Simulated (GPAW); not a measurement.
Input of a GPAW 26.7.0 run:

File run.py:

```python
from ase import Atoms
from ase.dft.bandgap import bandgap
from ase.io import write
from ase.units import GPa
from gpaw import GPAW, PW

atoms = Atoms(['N', 'B'],
              cell=[[0.0, 1.813001, 1.813001],
                    [1.813001, 0.0, 1.813001],
                    [1.813001, 1.813001, 0.0]],
              scaled_positions=[[0.25, 0.25, 0.25],
                                [0.0, 0.0, 0.0]],
              pbc=True)

calc = GPAW(mode=PW(600),
            xc='LDA',
            kpts={'size': (10, 10, 10), 'gamma': True},
            occupations={'name': 'fermi-dirac', 'width': 0.05},
            nbands=11,
            maxiter=120,
            txt='gpaw.txt')
atoms.calc = calc
energy = atoms.get_potential_energy()
forces = atoms.get_forces()
stress = atoms.get_stress()
calc.write('gs.gpw')
write('result.traj', atoms)
print(f'Energy: {energy:.6f} eV')
print('Forces (eV/A):')
print(forces.round(4))
print('Stress (GPa):', (stress / GPa).round(3))
print('Fermi level:', round(calc.get_fermi_level(), 4), 'eV')
print(f'Gap: {bandgap(calc)[0]:.4f} eV, direct: {bandgap(calc, direct=True)[0]:.4f} eV')
```

Potentials or basis: the program's PAW data sets (release 1.2.1) made for this functional, pw.

Launch:

```sh
$ OMP_NUM_THREADS=1 python run.py
```

Question: What does it give for the band gap on the k mesh?

Answer: 4.33 eV, indirect (least direct gap 8.65 eV).

Question: What does it give for the pressure?

Answer: -27.3 GPa.

Caveat: the cutoff is short for stress and forces, so pressures can be off by a GPa or more; so large a pressure means that the cell lies far from this level's equilibrium, or that cutoff or potentials fall short.

**Experimental background.**

A printed reference work, monograph reports, for a bulk crystal of BN at 300 K: band gap 6.4 eV (indirect).

Measured gap of BN: 6.4 eV (indirect; 300 K; a printed reference work, monograph). This calculation gives 4.33 eV (-2.07 eV). The value is that of LDA on a finite k mesh, which can miss the band edges, without temperature or zero-point motion. Semilocal functionals fall short of measured gaps as a rule. The cell is a database's relaxed one, not the measured one, which moves gaps too.
